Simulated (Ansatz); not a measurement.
# Bi2Se3: the cost of one run

Method: DFT PBE, scalar-relativistic, in Ansatz 0.2.0.

**1. The structure to begin with**

Symmetry: R-3m, No. 166, trigonal system. Conventional cell: a = 4.143 Å, b = 4.143 Å, c = 28.636 Å, α = 90.00°, β = 90.00°, γ = 120.00°. Around Bi (site symmetry 3m) lie 6 Se at 2.85 to 3.07 Å. Around Se (site symmetry -3m) lie 6 Bi at 3.07 Å. Se (site symmetry 3m) has 3 Bi at 2.85 Å as nearest neighbours.

Coordinates:

```cif
data_structure
_symmetry_space_group_name_H-M 'P 1'
_symmetry_Int_Tables_number 1
_cell_length_a 9.8405
_cell_length_b 9.8405
_cell_length_c 9.8405
_cell_angle_alpha 24.304
_cell_angle_beta 24.304
_cell_angle_gamma 24.304
_cell_volume 141.89
loop_
_atom_site_label
_atom_site_type_symbol
_atom_site_fract_x
_atom_site_fract_y
_atom_site_fract_z
_atom_site_occupancy
Bi1 Bi 0.40080 0.40080 0.40080 1
Bi2 Bi 0.59920 0.59920 0.59920 1
Se1 Se 0.00000 0.00000 0.00000 1
Se2 Se 0.21170 0.21170 0.21170 1
Se3 Se 0.78830 0.78830 0.78830 1
```

Atoms are numbered in the order of the input: Bi1, Bi2, Se3, Se4, Se5.

**2. Volume × 0.96, LAPW**

Contents of input.yaml:

```yaml
crystal:
  lattice:
    - [2.0435026311, 1.1798167941, 9.4163232398]
    - [-2.0435026311, 1.1798167941, 9.4163232398]
    - [0.0, -2.3596335883, 9.4163232398]
  atoms:
    - { symbol: Bi, position: [0.4008, 0.4008, 0.4008] }
    - { symbol: Bi, position: [0.5992, 0.5992, 0.5992] }
    - { symbol: Se, position: [0.0, 0.0, 0.0] }
    - { symbol: Se, position: [0.2117, 0.2117, 0.2117] }
    - { symbol: Se, position: [0.7883, 0.7883, 0.7883] }
kpoints:
  mp_grid: { grid: [6, 6, 6] }
  band_path:
    path:
      - [0.0, 0.0, 0.0]
      - [0.5, 0.5, 0.5]
      - [0.8228674673, 0.1771325327, 0.5]
      - [0.5, -0.1771325327, 0.1771325327]
      - [0.5, 0.0, 0.0]
      - [0.0, 0.0, 0.0]
      - [0.3385662664, -0.3385662664, 0.0]
      - [0.6614337336, 0.0, 0.3385662664]
      - [0.5, 0.0, 0.5]
    npoints: 5
scf:
  occupations: { method: fermi_dirac, width: 0.03 }
hamiltonian:
  xc: pbe
  pseudopotentials: { kind: all_electron, lapw: { basis_error: 0.0005 } }
output:
  forces: true
  stress: true
  eigenvalues: true
```

On the command line:

```console
ansatz run input.yaml --threads 2 --pin off --max-ram 6144MiB --backend cpu --events-out ev --progress --plain --runs-dir out
```

What time and memory should one allow on 2 threads of Intel Xeon Platinum 8375C at 2.90GHz (Ice Lake), shared host?

About 69 s, with a peak of 0.84 GiB.
